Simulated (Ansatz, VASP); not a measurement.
## MoS2: VASP beside Ansatz

```xyz
6
Lattice="3.1989 0.0000 0.0000 -1.5994 2.7703 0.0000 0.0000 0.0000 10.6696" Properties=species:S:1:pos:R:3 pbc="T T T"
Mo    0.0000    1.8469    2.6674
Mo    1.5994    0.9234    8.0022
S     0.0000    1.8469    6.6791
S     1.5994    0.9234    1.3443
S     0.0000    1.8469    9.3253
S     1.5994    0.9234    3.9905
```

Alike in both runs: task single point; functional PBEsol; k mesh 12 × 12 × 4; no spin polarisation.

|  | VASP | Ansatz |
| --- | --- | --- |
| version | VASP 6.6.1 | Ansatz 0.2.0 |
| potentials or method | VASP PAW PBE potentials, release 64 (Mo_sv, S) | scalar-relativistic, plane waves, PAW |
| plane-wave cutoff (eV) | 520 | 420 |
| occupations | methfessel-paxton of order 1, width 0.2 eV | cold, width 0.2 eV |
| valence electrons in the cell | 52 | 52 |

|  | VASP | Ansatz | Ansatz less VASP |
| --- | --- | --- | --- |
| gap on the k mesh at the Fermi level (eV) | none | none | - |
| pressure (GPa) | 27.7 | 27.8 | +0.12 |
| largest component of the traceless stress (GPa) | 21.57 | 21.76 | +0.199 |
| rms of the force components (eV/Å) | 2.236 | 2.256 | +0.0204 |

Atom by atom the forces differ by 0.020 eV/Å (rms over components). A gap of «none» marks a metal or a gap that the smearing closes.

Caveats: so large a pressure means that the cell lies far from this level's equilibrium, or that cutoff or potentials fall short (VASP); the potentials were made for another functional, which shifts forces and pressure (VASP).
